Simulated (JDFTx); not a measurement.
# SnSe2 under changes of volume

One of the cells (25.726 Å³/atom); the others are scaled copies at fixed shape and fractional positions:

```
CELL_PARAMETERS angstrom
3.81100 0.00000 0.00000
-1.90550 3.30042 0.00000
0.00000 0.00000 6.13600
ATOMIC_POSITIONS crystal
Sn 0.00000 0.00000 0.00000
Se 0.66667 0.33333 0.75100
Se 0.33333 0.66667 0.24900
```

| Quantity | Value |
| --- | --- |
| Program | JDFTx 1.7.0 (patched build) |
| Functional | PBEsol |
| Potentials or basis | PseudoDojo-SR-PBEsol-0.4.1-standard with smoothed tails |
| Cutoff | 1170 eV |
| Density cutoff | 9361 eV |
| k mesh | 8 × 8 × 5 |
| Occupations | fermi-dirac, width 0.05 eV |
| Spin | no spin polarisation |

```csv
volume (Å³/atom),energy over the lowest point (meV/atom),pressure (GPa),gap on the mesh (eV),largest force (eV/Å)
24.182,59.72,8.2,0.78,1.309
24.697,36.59,6.2,0.76,1.064
25.212,19.67,4.4,0.74,0.838
25.726,?,?,?,?
26.241,1.93,1.3,0.69,0.437
26.755,0.00,0.0,0.67,0.260
27.270,2.05,-1.2,0.64,0.095
```

Question: What does the run at 25.726 Å³/atom give?

Answer: Energy over the lowest point 8.32 meV/atom; pressure 2.7 GPa; gap on the mesh 0.72 eV; largest force 0.630 eV/Å.

Worked out: A Birch-Murnaghan fit of order 3 (a polynomial in V^(-2/3)) to the other rows has its minimum at 26.74 Å³/atom with B0 = V·E''(V) = 65 GPa and B' = 4.7 at fixed shape and positions, which overstates the stiffness. It gives 8.33 meV/atom at 25.726 Å³/atom, against the run's 8.32, and -dE/dV = 2.7 GPa, against 2.7. A straight line through the other rows of the gap, of slope -1.16 eV per unit of ln V, gives 0.71 eV, against the run's 0.72.

Energies are extrapolated to zero smearing.

Caveats: spin-orbit coupling is left out, which moves the levels of the heavy elements; an odd mesh through Γ misses points on the zone boundary, where band edges often lie; this functional lacks dispersion, which binds the layers, so the pressure and a relaxed spacing across them are unreliable; forces of over 1 eV/Å show positions far from the minimum, so gaps and moduli don't describe the material at rest (some runs).
